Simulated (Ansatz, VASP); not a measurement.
**Two plane-wave programs on BN**

INCAR

```
SYSTEM = BN
  PREC = Accurate
  ENCUT = 520
  EDIFF = 1E-6
  ISMEAR = -1
  SIGMA = 0.02
  LREAL = .False.
  LASPH = .True.
  NELM = 60
  ALGO = Normal
  ISIF = 2
  LWAVE = .False.
  LCHARG = .True.
  GGA = PE
  LELF = .True.
  LVHAR = .True.
  NBANDS = 11
```

The input KPOINTS:

```
regular mesh
0
Gamma
  12 12 12
  0 0 0
```

The input POSCAR:

```
BN
1.0
    0.0279397916      1.7966687473      1.7966687473
    1.7966687473      0.0279397916      1.7966687473
    1.7966687473      1.7966687473      0.0279397916
B N
1 1
Direct
    0.0001412061      0.0001412061      0.0001412061
    0.2498587939      0.2498587939      0.2498587939
```

Input for Ansatz:

```yaml
crystal:
  lattice:
    - [0.0279397916, 1.7966687473, 1.7966687473]
    - [1.7966687473, 0.0279397916, 1.7966687473]
    - [1.7966687473, 1.7966687473, 0.0279397916]
  atoms:
    - { symbol: B, position: [0.0001412061, 0.0001412061, 0.0001412061] }
    - { symbol: "N", position: [0.2498587939, 0.2498587939, 0.2498587939] }
kpoints:
  mp_grid: { grid: [12, 12, 12] }
  band_path:
    path:
      - [0.0, 0.0, 0.0]
      - [-0.5, -0.5, 0.0]
      - [-0.375, -0.375, 0.25]
      - [-0.375, 0.0, 0.375]
      - [0.0, 0.0, 0.5]
      - [-0.5, -0.25, 0.25]
      - [0.0, 0.5, 0.5]
    npoints: 1
hamiltonian:
  xc: pbe
scf:
  occupations: { method: fermi_dirac, width: 0.02 }
  n_extra_bands: 4
output:
  forces: true
  stress: true
  eigenvalues: true
```

Change from the starting cell: epitaxial_111 strain -2.0%.

Alike in both runs: task single point; functional PBE; k mesh 12 × 12 × 12; occupations fermi-dirac, width 0.02 eV; no spin polarisation.

|  | VASP | Ansatz |
| --- | --- | --- |
| version | VASP 6.6.1 | Ansatz 0.2.0 |
| potentials or method | VASP PAW PBE potentials, release 64 (B, N) | plane waves, PAW |
| plane-wave cutoff (eV) | 520 | 420 |
| valence electrons in the cell | 8 | 8 |

Ansatz gave:

| Quantity | Value |
| --- | --- |
| gap on the k mesh at the Fermi level (eV) | 4.45 |
| pressure (GPa) | 20.5 |
| largest component of the traceless stress (GPa) | 7.74 |
| rms of the force components (eV/Å) | 0.018 |

Question: Which values does VASP return?

Answer: gap on the k mesh at the Fermi level (eV): 4.44; pressure (GPa): 20.9; largest component of the traceless stress (GPa): 7.79; rms of the force components (eV/Å): 0.021.

Atom by atom the forces differ by 0.003 eV/Å (rms over components). The functional is the same, so the differences come from potentials, cutoffs and numerics.

Caveats: so large a pressure means that the cell lies far from this level's equilibrium, or that cutoff or potentials fall short (VASP). A k mesh can miss the band edges.
